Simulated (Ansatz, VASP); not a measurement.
One calculation of Al2Cu, two programs

The input INCAR:

```
SYSTEM = Al2Cu
  PREC = Accurate
  ENCUT = 520
  EDIFF = 1E-6
  ISMEAR = 0
  SIGMA = 0.15
  LREAL = .FALSE.
  LASPH = .TRUE.
  NELM = 80
  ALGO = Fast
  ISIF = 2
  LWAVE = .FALSE.
  LCHARG = .FALSE.
  GGA = PS
  NBANDS = 16
```

The input KPOINTS:

```
regular mesh
0
G
  10 10 14
  0 0 0
```

File POSCAR:

```
Al2Cu
1.0
    4.0366268726      0.0000000000      0.0000000000
    0.0000000000      4.0366268726      0.0000000000
    0.0000000000      0.0000000000      2.9122037200
Al Cu
2 1
Direct
    0.5049764728      0.0000000000      0.5000000000
   -0.0726456654      0.5000000000      0.5000000000
    0.0287322400      0.0000000000      0.0000000000
```

Input for Ansatz:

```yaml
crystal:
  lattice:
    - [4.0366268726, 0.0, 0.0]
    - [0.0, 4.0366268726, 0.0]
    - [0.0, 0.0, 2.91220372]
  atoms:
    - { symbol: Al, position: [0.5049764728, 0.0, 0.5] }
    - { symbol: Al, position: [-0.0726456654, 0.5, 0.5] }
    - { symbol: Cu, position: [0.02873224, 0.0, 0.0] }
basis:
  ecutwfc: 520.0
kpoints:
  mp_grid: { grid: [10, 10, 14] }
hamiltonian:
  xc: pbesol
  pseudopotentials: { kind: paw, azcp: { folder: soft_1 } }
scf:
  occupations: { method: gaussian, width: 0.15 }
output:
  forces: true
  stress: true
  eigenvalues: true
```

Change from the starting cell: mode 4 frozen in at -0.297 Å, strain +e along z and -e/2 along x and y +0.0233.

Alike in both runs: task single point; functional PBEsol; k mesh 10 × 10 × 14; occupations gaussian, width 0.15 eV; no spin polarisation.

|  | VASP | Ansatz |
| --- | --- | --- |
| version | VASP 6.6.1 | Ansatz 0.2.0 |
| potentials or method | VASP PAW PBE potentials, release 64 (Al, Cu) | scalar-relativistic, plane waves, PAW |
| plane-wave cutoff (eV) | 520 | 520 |
| valence electrons in the cell | 17 | 25 |

VASP gave:

* gap on the k mesh at the Fermi level (eV): none
* pressure (GPa): 1.5
* largest component of the traceless stress (GPa): 4.03
* rms of the force components (eV/Å): 0.371

**Question.** What did Ansatz give for the same quantities?

**Answer.** gap on the k mesh at the Fermi level (eV): none; pressure (GPa): 1.5; largest component of the traceless stress (GPa): 4.06; rms of the force components (eV/Å): 0.374.

Atom by atom the forces differ by 0.002 eV/Å (rms over components). A gap of «none» marks a metal or a gap that the smearing closes. The two sets of potentials don't hold the same shells in valence. Ansatz warned: «pseudo_functional_mismatch».

Caveats: the PAW data sets were made with another functional, which shifts forces and pressure a little (VASP).
